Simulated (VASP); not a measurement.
Input of a VASP 6.6.1 run:

The input INCAR:

```
SYSTEM = C
PREC = Accurate
ENCUT = 600
EDIFF = 1E-7
ISMEAR = 0
SIGMA = 0.03
LREAL = .False.
LASPH = .True.
NELM = 80
ALGO = Normal
ISIF = 3
LWAVE = .False.
LCHARG = .False.
GGA = PS
IBRION = 2
NSW = 90
EDIFFG = -0.005
```

The input KPOINTS:

```
Automatic mesh
0
Gamma
  12 12 4
  0 0 0
```

File POSCAR:

```
C                                       
1.0
    2.4597335166      0.0000000000     -0.0000000000
   -1.2298667583      2.1301917122     -0.0000000000
    0.0000000000     -0.0000000000      7.0012062858
  C             
     4
Direct
     0.0000000000000000    0.0000000000000000    0.2500000000000000
     0.0000000000000000    0.0000000000000000    0.7500000000000000
     0.3333333300000021    0.6666666699999979    0.2500000000000000
     0.6666666699999979    0.3333333300000021    0.7500000000000000
```

Potentials or basis: VASP PAW PBE potentials, release 64 (C).

The run is started by

```sh
$ cat potpaw_PBE.64/C/POTCAR > POTCAR
$ mpirun -np 1 vasp_std > vasp.out
```

**Question.** Estimate the space group after relaxing (to 0.05 Å).

**Answer.** P6_3/mmc (No. 194).

**Question.** What does it give for the band gap on the k mesh?

**Answer.** None (metal or under the smearing width).

Stress tensor (GPa, compression positive):
```
-0.02  0.00  0.00
 0.00 -0.02  0.00
 0.00  0.00  0.08
```

Caveat: the PAW data sets were made with another functional, which shifts forces and pressure a little; this functional lacks dispersion, which binds the layers, so the pressure and a relaxed spacing across them are unreliable.
